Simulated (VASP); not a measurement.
The system is GeSe.

```
Ge Se
1.0
    10.96571    0.00000    0.00000
     0.00000    3.88283    0.00000
     0.00000    0.00000    4.42002
Ge Se
4 4
Direct
  0.12339 0.75000 0.88748
  0.62339 0.75000 0.61252
  0.37661 0.25000 0.38748
  0.87661 0.25000 0.11252
  0.85489 0.75000 0.50187
  0.35489 0.75000 0.99813
  0.64511 0.25000 0.00187
  0.14511 0.25000 0.49813
```

Base run:

```yaml
Program: VASP 6.6.1
Functional: PBE
Potentials_or_basis: VASP PAW PBE potentials, release 64 (Ge_d, Se)
Cutoff: 520 eV
k_mesh: 2 × 4 × 4
Occupations: gaussian, width 0.03 eV
Spin: no spin polarisation
```

Its results: band gap on the k mesh 0.92 eV, direct; pressure 0.9 GPa; largest force 0.046 eV/Å.

Q: After a change of settings the same cell gave: band gap on the k mesh 1.48 eV, direct; pressure -1.1 GPa; largest force 0.319 eV/Å. Which change was it?
A. functional from PBE to PBE0
B. functional from PBE to HSE06
C. functional from PBE to PBE-EpsX

A: B.

HSE06 gives the wider gap, since exact exchange removes part of the self-interaction.

Caveats: the PAW data sets were made with another functional, which shifts forces and pressure a little (some runs).
